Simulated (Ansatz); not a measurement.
`BBCl` + `CC(=O)O` → `CC(=O)OBCl` + BH₃ at 500 K and 1 bar (cleavage of the B–B bond).

Program: Ansatz. Geometries: PBE0-D4/def2-TZVP. ΔE: electronic, gas phase. CBS: MP2 limit from def2 TZ/QZ plus the TZ coupled-cluster correction, frozen cores. This one scheme is used for every species. One conformer a species, not always the lowest.

| species | CCSD(T)/CBS energy (Eh) | H − E (kJ/mol) | S (J/(mol·K)) |
| --- | --- | --- | --- |
| `BBCl` | -511.15624 | 115.9 | 318.9 |
| `CC(=O)O` | -228.87529 | 193.9 | 329.7 |
| `CC(=O)OBCl` | -713.52185 | 218.4 | 414.5 |
| BH₃ | -26.55200 | 86.8 | 208.8 |

H − E and S are ideal-gas, rigid-rotor, harmonic terms from PBE0-D4/def2-TZVP, for one conformer and one mirror image of each species. 1 Eh = 2625.50 kJ/mol, R = 8.31446 J/(mol·K).

Q: By hand: ΔE, ΔH, ΔS and ΔG.

A: ΔE = (-713.52185) + (-26.55200) − (-511.15624) − (-228.87529) = -0.04232 Eh = -111.1 kJ/mol. Δ(H − E) = 218.4 + 86.8 − 115.9 − 193.9 = -4.6, so ΔH = -115.7 kJ/mol. ΔS = 414.5 + 208.8 − 318.9 − 329.7 = -25.3 J/(mol·K). ΔG = -115.7 − 500 × (-25.3)/1000 = -103.0 kJ/mol.

Q: By hand: the equilibrium constant, and the temperature at which ΔG would vanish if ΔH and ΔS stayed fixed.

A: log₁₀ K = −ΔG/(RT ln 10) = 10.8. ΔG = 0 at ΔH/ΔS = 4573 K, far beyond where these terms or the molecules hold.

ΔH outweighs TΔS. A doubt of 5 kJ/mol in ΔE shifts log₁₀ K by 0.5 here. Other conformers and mirror images would add mixing entropy, several J/(mol·K) or more a flexible species. These are equilibria of isolated gas molecules and say nothing of rates. Largest T1 diagnostic: 0.015 (customary marks: 0.02 for closed shells, 0.045 for open ones).
